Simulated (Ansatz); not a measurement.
GaP:

```
CELL_PARAMETERS angstrom
0.00000 2.72525 2.72525
2.72525 0.00000 2.72525
2.72525 2.72525 0.00000
ATOMIC_POSITIONS crystal
Ga 0.00000 0.00000 0.00000
P 0.75000 0.75000 0.75000
```

Program: Ansatz 0.2.0. Alike in all runs: cell as given; cutoff (eV) 278; basis error allowed 0.001 eV/atom.

Q: Order these runs on this cell by their pressure, lowest first.
A. level PBEsol+D3(BJ); potentials or basis all-electron LAPW, relativistic spinors; spin SOC, no magnetisation; k mesh 6 × 6 × 6; smearing fermi-dirac 0.1 eV
B. level PBEsol; potentials or basis all-electron LAPW, scalar-relativistic; spin off; k mesh 8 × 8 × 8; smearing fermi-dirac 0.05 eV
C. level revPBE; potentials or basis all-electron LAPW, scalar-relativistic; spin off; k mesh 8 × 8 × 8; smearing fermi-dirac 0.05 eV
D. level BLYP; potentials or basis all-electron LAPW, scalar-relativistic; spin off; k mesh 8 × 8 × 8; smearing fermi-dirac 0.05 eV
E. level PBE; potentials or basis all-electron LAPW, relativistic spinors; spin SOC, no magnetisation; k mesh 6 × 6 × 6; smearing fermi-dirac 0.05 eV

A: A (-2.8 GPa), B (-0.6 GPa), E (2.5 GPa), C (4.0 GPa), D (6.3 GPa).

Not every run made on this cell is shown here.
